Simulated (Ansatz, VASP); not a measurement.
CdS: VASP beside Ansatz

INCAR

```
SYSTEM = CdS
PREC     = Accurate       ! precision mode
ENCUT    = 520            ! plane-wave cutoff, eV
EDIFF    = 1E-6           ! SCF threshold, eV
ISMEAR   = -1             ! smearing method
SIGMA    = 0.02           ! smearing width, eV
LREAL    = .False.        ! projectors in reciprocal space
LASPH    = .True.         ! aspherical terms in the spheres
NELM     = 100            ! most SCF steps
ALGO     = Normal         ! electronic algorithm
ISIF     = 2              ! what is computed and relaxed
LWAVE    = .False.        ! write WAVECAR
LCHARG   = .False.        ! write CHGCAR
NBANDS   = 26             ! bands
```

Contents of KPOINTS:

```
regular mesh
0
Gamma
  8 8 4
  0 0 0
```

POSCAR

```
CdS
1.0
    4.1347992034      0.0000000000      0.0000000000
   -2.0673996017      3.5808411497      0.0000000000
    0.0000000000      0.0000000000      6.6815100000
Cd S
2 2
Direct
    0.3333333333      0.6666666667      0.0000000000
    0.6666666667      0.3333333333      0.5000000000
    0.3333333333      0.6666666667      0.3850000000
    0.6666666667      0.3333333333      0.8850000000
```

Input for Ansatz:

```yaml
crystal:
  lattice:
    - [4.1347992034, 0.0, 0.0]
    - [-2.0673996017, 3.5808411497, 0.0]
    - [0.0, 0.0, 6.68151]
  atoms:
    - { symbol: Cd, position: [0.3333333333, 0.6666666667, 0.0] }
    - { symbol: Cd, position: [0.6666666667, 0.3333333333, 0.5] }
    - { symbol: S, position: [0.3333333333, 0.6666666667, 0.385] }
    - { symbol: S, position: [0.6666666667, 0.3333333333, 0.885] }
kpoints:
  mp_grid: { grid: [8, 8, 4] }
  band_path:
    path:
      - [0.0, 0.0, 0.0]
      - [0.5, 0.0, 0.0]
      - [0.3333333333, 0.3333333333, 0.0]
      - [0.0, 0.0, 0.0]
      - [0.0, 0.0, 0.5]
      - [0.5, 0.0, 0.5]
      - [0.3333333333, 0.3333333333, 0.5]
      - [0.0, 0.0, 0.5]
      - [0.5, 0.0, 0.5]
    npoints: 5
scf:
  occupations: { method: fermi_dirac, width: 0.02 }
hamiltonian:
  xc: lda
  pseudopotentials: { kind: all_electron, lapw: { basis_error: 0.001 } }
output:
  forces: true
  stress: true
  eigenvalues: true
```

Change from the starting cell: zz strain of -1 %.

Alike in both runs: task single point; functional LDA; k mesh 8 × 8 × 4; occupations fermi-dirac, width 0.02 eV; no spin polarisation.

```csv
,VASP,Ansatz
version,VASP 6.6.1,Ansatz 0.2.0
potentials or method,"VASP PAW LDA potentials, release 64 (Cd, S)","all-electron LAPW, scalar-relativistic"
plane-wave cutoff (eV),520,see its input
```

|  | VASP | Ansatz | Ansatz less VASP |
| --- | --- | --- | --- |
| gap on the k mesh at the Fermi level (eV) | 1.00 | 0.97 | -0.029 |
| pressure (GPa) | -1.8 | -2.2 | -0.45 |
| largest component of the traceless stress (GPa) | 0.72 | 0.67 | -0.058 |
| rms of the force components (eV/Å) | 0.115 | 0.111 | -0.0043 |

Atom by atom the forces differ by 0.004 eV/Å (rms over components). Ansatz ran all-electron here, so the differences hold the error of VASP's frozen core and of both bases.
